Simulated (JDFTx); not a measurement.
# InSe (R3m) in JDFTx: further runs

The runs below take InSe through single point, with PBEsol, PBE.

All numbers are computed with JDFTx 1.7.0 (patched build); they aren't measurements. Logs are shortened: lines on timing, memory, paths and dates and some standing lists are left out, and cuts for length are marked. The log counts tension as positive stress, the text compression.

**1. The crystal as given**

The structure is trigonal, space group R3m (No. 160). The conventional cell has a = 4.000 Å, b = 4.000 Å, c = 25.320 Å, α = 90.00°, β = 90.00°, γ = 120.00°. In (site symmetry 3m) has 3 Se at 2.63 Å and 1 In at 2.82 Å as nearest neighbours. In (site symmetry 3m) has 3 Se at 2.64 Å and 1 In at 2.82 Å as nearest neighbours. Around Se (site symmetry 3m) lie 3 In at 2.63 Å. Around Se (site symmetry 3m) lie 3 In at 2.64 Å.

**2. Single point, PBEsol**

File InSe.in:

```
lattice \
    3.7794522493    -3.7794522493     0.0000000000 \
    2.1820677735     2.1820677735    -4.3641355471 \
   15.9492884918    15.9492884918    15.9492884918
coords-type Lattice
ion In     0.8886000000     0.8886000000     0.8886000000 1
ion In     0.0000000000     0.0000000000     0.0000000000 1
ion Se     0.1719000000     0.1719000000     0.1719000000 1
ion Se     0.3835000000     0.3835000000     0.3835000000 1

ion-species pseudo/In.upf
ion-species pseudo/Se.upf
elec-cutoff 43 344
elec-ex-corr gga-PBEsol
kpoint-folding 3 3 3
elec-smearing Fermi 0.0018374661
elec-n-bands 38
electronic-SCF nIterations 100 energyDiffThreshold 1e-09
electronic-minimize nIterations 30 energyDiffThreshold 1e-7
converge-empty-states yes
forces-output-coords Cartesian

dump-name run.$VAR
dump End Ecomponents EigStats BandEigs Kpoints Forces Stress ElecDensity
```

Potentials or basis: PseudoDojo-SR-PBEsol-0.4.1-standard with smoothed tails.

Started as:

```
jdftx -c 1 -i InSe.in -o InSe.out
```

The log of the run:

```text
*************** JDFTx 1.7.0 (patched build) ***************

Input parsed successfully to the following command list (including defaults):
[... the input with its defaults ...]

---------- Setting up symmetries ----------

Non-trivial transmission matrix:
[   1   0   0  ]
[  -1   1   0  ]
[   0  -1   1  ]
with reduced lattice vectors:
[      7.558904     -3.779452      0.000000  ]
[      0.000000      6.546203     -4.364136  ]
[      0.000000      0.000000     15.949288  ]

Found 12 point-group symmetries of the bravais lattice
Found 6 space-group symmetries with basis
Applied RMS atom displacement 0 bohrs to make symmetries exact.

---------- Initializing the Grid ----------
R =
[      3.77945     -3.77945            0  ]
[      2.18207      2.18207     -4.36414  ]
[      15.9493      15.9493      15.9493  ]
unit cell volume = 789.205
G =
[    0.83123   0.479911   0.131316  ]
[   -0.83123   0.479911   0.131316  ]
[ 5.63529e-18  -0.959821   0.131316  ]
Minimum fftbox size, Smin = [  140  140  140  ]
Chosen fftbox size, S = [  140  140  140  ]

---------- Initializing tighter grid for wavefunction operations ----------
R =
[      3.77945     -3.77945            0  ]
[      2.18207      2.18207     -4.36414  ]
[      15.9493      15.9493      15.9493  ]
unit cell volume = 789.205
G =
[    0.83123   0.479911   0.131316  ]
[   -0.83123   0.479911   0.131316  ]
[ 5.63529e-18  -0.959821   0.131316  ]
Minimum fftbox size, Smin = [  100  100  100  ]
Chosen fftbox size, S = [  100  100  100  ]

---------- Exchange Correlation functional ----------
Initalized PBEsol GGA exchange.
Initalized PBEsol GGA correlation.

---------- Setting up pseudopotentials ----------
Width of ionic core gaussian charges (only for fluid interactions / plotting) set to 0

Reading pseudopotential file 'pseudo/In.upf':
  'In' pseudopotential, 'PBESOL' functional
  Generated using ONCVPSP code by D. R. Hamann
  13 valence electrons, 3 orbitals, 6 projectors, 1001 radial grid points, with lMax = 2
    4D    l: 2   occupation: 10.0   eigenvalue: -0.683211
    5S    l: 0   occupation:  2.0   eigenvalue: -0.303394
    5P    l: 1   occupation:  1.0   eigenvalue: -0.092565
  Core radius for overlap checks: 2.17 bohrs.

Reading pseudopotential file 'pseudo/Se.upf':
  'Se' pseudopotential, 'PBESOL' functional
  Generated using ONCVPSP code by D. R. Hamann
  16 valence electrons, 3 orbitals, 6 projectors, 1001 radial grid points, with lMax = 2
    3D    l: 2   occupation: 10.0   eigenvalue: -1.952113
    4S    l: 0   occupation:  2.0   eigenvalue: -0.635470
    4P    l: 1   occupation:  4.0   eigenvalue: -0.239251
  Core radius for overlap checks: 1.83 bohrs.

Initialized 2 species with 4 total atoms.

Folded 1 k-points by 3x3x3 to 27 k-points.

---------- Setting up k-points, bands, fillings ----------
Adding inversion symmetry to k-mesh for non-inversion-symmetric unit cell.
Reduced to 6 k-points under symmetry.
Computing the number of bands and number of electrons
Calculating initial fillings.
nElectrons:  58.000000   nBands: 38   nStates: 6

----- Setting up reduced wavefunction bases (one per k-point) -----
average nbasis = 10633.222 , ideal nbasis = 10628.852

---------- Setting up ewald sum ----------
Optimum gaussian width for ewald sums = 3.279123 bohr.
Real space sum over 2197 unit cells with max indices [  6  6  6  ]
Reciprocal space sum over 6859 terms with max indices [  9  9  9  ]

---------- Allocating electronic variables ----------
Initializing wave functions:  linear combination of atomic orbitals
Note: number of bands (38) exceeds available atomic orbitals (36)
In pseudo-atom occupations:   s ( 2 )  p ( 1 )  d ( 10 )
Se pseudo-atom occupations:   s ( 2 )  p ( 4 )  d ( 10 )
	FillingsUpdate:  mu: +0.330906382  nElectrons: 58.000000
LCAOMinimize: Iter:   0  F: -336.0129455039551090  |grad|_K:  6.884e-03  alpha:  1.000e+00
	FillingsUpdate:  mu: +0.307778668  nElectrons: 58.000000
LCAOMinimize: Iter:   1  F: -336.0654164784430122  |grad|_K:  2.788e-03  alpha:  1.740e-01  linmin: -2.991e-01  cgtest:  9.188e-01
LCAOMinimize: Encountered beta<0, resetting CG.
[... 10 lines of inner loops ...]
LCAOMinimize: Iter:   6  F: -336.0758199842846921  |grad|_K:  1.905e-06  alpha:  4.198e-01  linmin:  5.428e-05  cgtest:  1.656e-05
	FillingsUpdate:  mu: +0.293628406  nElectrons: 58.000000
LCAOMinimize: Iter:   7  F: -336.0758199926146972  |grad|_K:  5.387e-07  alpha:  5.300e-01  linmin: -1.977e-04  cgtest:  2.186e-03
LCAOMinimize: Converged (|Delta F|<1.000000e-06 for 2 iters).

-------- Electronic minimization -----------
Will mix electronic density at each iteration.
	FillingsUpdate:  mu: +0.293628406  nElectrons: 58.000000
	FillingsUpdate:  mu: +0.281073180  nElectrons: 58.000000
SCF: Cycle:  0   F: -336.132285743636317   dF: -5.647e-02   |Residual|: 9.806e-02   |deigs|: 8.429e-02
	FillingsUpdate:  mu: +0.279573572  nElectrons: 58.000000
SCF: Cycle:  1   F: -336.163694746437500   dF: -3.141e-02   |Residual|: 4.118e-02   |deigs|: 9.101e-03
	FillingsUpdate:  mu: +0.280501898  nElectrons: 58.000000
SCF: Cycle:  2   F: -336.168749924786823   dF: -5.055e-03   |Residual|: 1.508e-02   |deigs|: 2.430e-03
	FillingsUpdate:  mu: +0.281660546  nElectrons: 58.000000
SCF: Cycle:  3   F: -336.168986425676223   dF: -2.365e-04   |Residual|: 3.994e-03   |deigs|: 2.030e-03
	FillingsUpdate:  mu: +0.281997856  nElectrons: 58.000000
SCF: Cycle:  4   F: -336.169034664620085   dF: -4.824e-05   |Residual|: 2.080e-03   |deigs|: 5.789e-04
	FillingsUpdate:  mu: +0.282268047  nElectrons: 58.000000
SCF: Cycle:  5   F: -336.169040110405092   dF: -5.446e-06   |Residual|: 5.610e-04   |deigs|: 3.968e-04
	FillingsUpdate:  mu: +0.282358167  nElectrons: 58.000000
SCF: Cycle:  6   F: -336.169042457917499   dF: -2.348e-06   |Residual|: 2.040e-04   |deigs|: 1.355e-04
	FillingsUpdate:  mu: +0.282348259  nElectrons: 58.000000
SCF: Cycle:  7   F: -336.169043267029849   dF: -8.091e-07   |Residual|: 9.688e-05   |deigs|: 1.078e-04
	FillingsUpdate:  mu: +0.282348683  nElectrons: 58.000000
SCF: Cycle:  8   F: -336.169043757322811   dF: -4.903e-07   |Residual|: 5.464e-05   |deigs|: 9.254e-05
	FillingsUpdate:  mu: +0.282344542  nElectrons: 58.000000
SCF: Cycle:  9   F: -336.169044012239851   dF: -2.549e-07   |Residual|: 3.149e-05   |deigs|: 7.119e-05
	FillingsUpdate:  mu: +0.282345659  nElectrons: 58.000000
SCF: Cycle: 10   F: -336.169044185099438   dF: -1.729e-07   |Residual|: 1.084e-05   |deigs|: 5.727e-05
	FillingsUpdate:  mu: +0.282345613  nElectrons: 58.000000
SCF: Cycle: 11   F: -336.169044244843803   dF: -5.974e-08   |Residual|: 8.293e-06   |deigs|: 4.427e-05
	FillingsUpdate:  mu: +0.282345571  nElectrons: 58.000000
SCF: Cycle: 12   F: -336.169044292452440   dF: -4.761e-08   |Residual|: 7.248e-06   |deigs|: 8.454e-05
	FillingsUpdate:  mu: +0.282345536  nElectrons: 58.000000
SCF: Cycle: 13   F: -336.169044306185413   dF: -1.373e-08   |Residual|: 6.031e-06   |deigs|: 2.827e-05
	FillingsUpdate:  mu: +0.282345456  nElectrons: 58.000000
SCF: Cycle: 14   F: -336.169044315980329   dF: -9.795e-09   |Residual|: 3.498e-06   |deigs|: 3.547e-05
	FillingsUpdate:  mu: +0.282345450  nElectrons: 58.000000
SCF: Cycle: 15   F: -336.169044318967337   dF: -2.987e-09   |Residual|: 1.967e-06   |deigs|: 1.290e-05
	FillingsUpdate:  mu: +0.282345495  nElectrons: 58.000000
SCF: Cycle: 16   F: -336.169044321480612   dF: -2.513e-09   |Residual|: 1.235e-06   |deigs|: 1.225e-05
	FillingsUpdate:  mu: +0.282345500  nElectrons: 58.000000
SCF: Cycle: 17   F: -336.169044322118282   dF: -6.377e-10   |Residual|: 6.390e-07   |deigs|: 4.148e-06
	FillingsUpdate:  mu: +0.282345510  nElectrons: 58.000000
SCF: Cycle: 18   F: -336.169044322650905   dF: -5.326e-10   |Residual|: 5.480e-07   |deigs|: 5.863e-06
SCF: Converged (|Delta E|<1.000000e-09 for 2 iters).

Setting wave functions to eigenvectors of Hamiltonian
Converging empty states (this may take a while):
EmptyStates: None of the convergence criteria satisfied.
|deigs|: 1.608e-05

# Stress tensor in Cartesian coordinates [Eh/a0^3]:
[ -7.72144e-05            0            0  ]
[            0 -7.72144e-05            0  ]
[            0            0  3.72575e-05  ]

# Ionic positions in lattice coordinates:
ion In   0.888600000000000   0.888600000000000   0.888600000000000 1
ion In   0.000000000000000   0.000000000000000   0.000000000000000 1
ion Se   0.171900000000000   0.171900000000000   0.171900000000000 1
ion Se   0.383500000000000   0.383500000000000   0.383500000000000 1

# Forces in Cartesian coordinates:
force In  -0.000000000000000  -0.000000000000002   0.005205893297064 1
force In   0.000000000000000  -0.000000000000001  -0.004828729578908 1
force Se  -0.000000000000000   0.000000000000002  -0.002746950525863 1
force Se  -0.000000000000000  -0.000000000000000   0.002353968157326 1

# Energy components:
   Eewald =     -197.1308542561253887
       EH =      114.0580995089414102
     Eloc =     -310.0231387202492215
      Enl =     -134.4992361538755290
      Exc =      -87.6128022133772504
 Exc_core =       38.7034687107891884
       KE =      240.3354188055832026
-------------------------------------
     Etot =     -336.1690443183135812
       TS =        0.0000000043373213
-------------------------------------
        F =     -336.1690443226509046

IonicMinimize: Iter:   0  F: -336.169044322650905  |grad|_K:  2.300e-03
IonicMinimize: None of the convergence criteria satisfied after 0 iterations.

#--- Lowdin population analysis ---
# oxidation-state In +0.192 +0.193
# oxidation-state Se -0.142 -0.148

Dumping 'run.eigStats' ...
	eMin: -1.467635 at state 0 ( [ +0.000000 +0.000000 +0.000000 ] spin 0 )
	HOMO: +0.255735 at state 4 ( [ +0.333333 +0.333333 +0.333333 ] spin 0 )
	mu  : +0.282346
	LUMO: +0.308953 at state 4 ( [ +0.333333 +0.333333 +0.333333 ] spin 0 )
	eMax: +0.591284 at state 4 ( [ +0.333333 +0.333333 +0.333333 ] spin 0 )
	HOMO-LUMO gap: +0.053218
	Optical gap  : +0.053218 at state 4 ( [ +0.333333 +0.333333 +0.333333 ] spin 0 )
WARNING: the last solve of the electrons (or of bands or displaced states from it) ended unconverged.
Done!
[note: mu as printed may lie anywhere between the filled and the empty levels]
```

Run time: 12 min. Hardware: 1 thread of Arm Neoverse V1, shared host; peak memory 1 GiB.

Results:

- Free energy: -9147.6257 eV
- Pressure: 1.1 GPa
- Largest force: 0.268 eV/Å
- Band gap on the k mesh: 1.45 eV, direct
- Loewdin charges: In +0.19; Se -0.14, -0.15 e

Forces in eV/Å, atoms in the order of the input:
```
In   0.000  0.000  0.268
In   0.000  0.000 -0.248
Se   0.000  0.000 -0.141
Se   0.000  0.000  0.121
```

Stress tensor (GPa, compression positive):
```
 2.27  0.00  0.00
 0.00  2.27  0.00
 0.00  0.00 -1.10
```

Caveat: the k mesh is coarse (spacing up to 0.61 Å⁻¹), so the values aren't converged; the empty levels aren't tightly converged; spin-orbit coupling is left out, which moves the levels of the heavy elements; an odd mesh through Γ misses points on the zone boundary, where band edges often lie.

**3. Single point, PBE**

Changes to InSe.in since step 2:

```diff
@@ -13,3 +13,3 @@
 elec-cutoff 43 344
-elec-ex-corr gga-PBEsol
+elec-ex-corr gga-PBE
 kpoint-folding 3 3 3
```

Potentials or basis: PseudoDojo-SR-PBE-0.5-standard.

Started as:

```
jdftx -c 1 -i InSe.in -o InSe.out
```

Run time: 5.3 min. Hardware: 1 thread of Intel Xeon 6975P-C (Granite Rapids), shared host; peak memory 1.1 GiB.

It converged, with:

| Item | Value |
| --- | --- |
| Free energy | -9146.5405 eV |
| Pressure | 3.7 GPa |
| Largest force | 0.340 eV/Å |
| Band gap on the k mesh | 1.48 eV, direct |
| Loewdin charges | In +0.22; Se -0.17 e |

Forces on the atoms (eV/Å):
```
In   0.000  0.000  0.340
In   0.000  0.000 -0.323
Se   0.000  0.000 -0.309
Se   0.000  0.000  0.292
```

Stress tensor (GPa, compression positive):
```
4.81 0.00 0.00
0.00 4.81 0.00
0.00 0.00 1.35
```

Levels at points of the mesh, in eV from the valence-band top:
| k point | band 27 | band 28 | band 29 | band 30 | band 31 | band 32 |
| --- | --- | --- | --- | --- | --- | --- |
| (0.00, 0.00, 0.00) | -0.72 | -0.63 | -0.63 | 2.24 | 2.64 | 4.93 |

Caveat: the k mesh is coarse (spacing up to 0.61 Å⁻¹), so the values aren't converged; spin-orbit coupling is left out, which moves the levels of the heavy elements; an odd mesh through Γ misses points on the zone boundary, where band edges often lie.
